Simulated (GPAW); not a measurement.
Runs of GPAW 26.7.0 on CdTe. Symmetry: F-43m, No. 216, cubic system. Conventional cell: a = 6.410 Å, b = 6.410 Å, c = 6.410 Å, α = 90.00°, β = 90.00°, γ = 90.00°. Te (site symmetry -43m) has 4 Cd at 2.78 Å as nearest neighbours. Cd (site symmetry -43m) has 4 Te at 2.78 Å as nearest neighbours. 

```tsv
task	level	potentials or basis	spin	k mesh	cutoff (eV)	smearing	response ecut	maxiter	response k mesh	response bands	kernels	mesh quality	gap on the mesh (eV)
dielectric tensor	LDA	the program's PAW data sets (release 1.2.1) made for this functional, pw	off	6 × 6 × 6	450	fermi-dirac 0.001 eV	80 eV	150	18 × 18 × 18	29	["RPA"]	not flagged	0.61
dielectric tensor	RPBE	the program's PAW data sets (release 1.2.1) made for this functional, pw	off	6 × 6 × 6	450	fermi-dirac 0.001 eV	80 eV	150	18 × 18 × 18	29	["RPA"]	not flagged	1.02
band structure	r2SCAN	GPAW PAW data sets (gpaw-data 1.2.1), pw	SOC, no magnetisation	6 × 6 × 6	600	fermi-dirac 0.05 eV	-	150	-	-	-	not flagged	1.06
dielectric tensor	PBEsol	PAW data sets generated in the run's folder for this functional, pw	off	6 × 6 × 6	450	fermi-dirac 0.001 eV	80 eV	150	18 × 18 × 18	29	["RPA"]	not flagged	(b)
single point	B3LYP	GPAW PAW data sets (gpaw-data 1.2.1), pw	off	4 × 4 × 4	450	fermi-dirac 0.05 eV	-	60	-	-	-	coarse	(a)
```

Alike in all rows: cell as given.

Problem. Fill in the values left out.

Solution. (a) 1.98; (b) 0.75.

Caveats: some runs use coarse meshes; spin-orbit coupling is left out, which moves the levels of the heavy elements (some runs); the long-wavelength limit can be off by several per cent where d states take part (some runs); the gap is small at this level, which inflates the dielectric constant (some runs); spin-orbit coupling was added after a scalar SCF, so levels and gaps hold it while energy, forces, pressure and moments don't (some runs); this program's spin-orbit splittings come out too wide for heavy elements (some runs); exact exchange converges slowly with the k mesh, and this mesh is small (some runs).

A k mesh can miss the band edges, and rows without SOC leave out spin-orbit coupling on Cd, Te.

Runs at the PBE level aren't shown here.
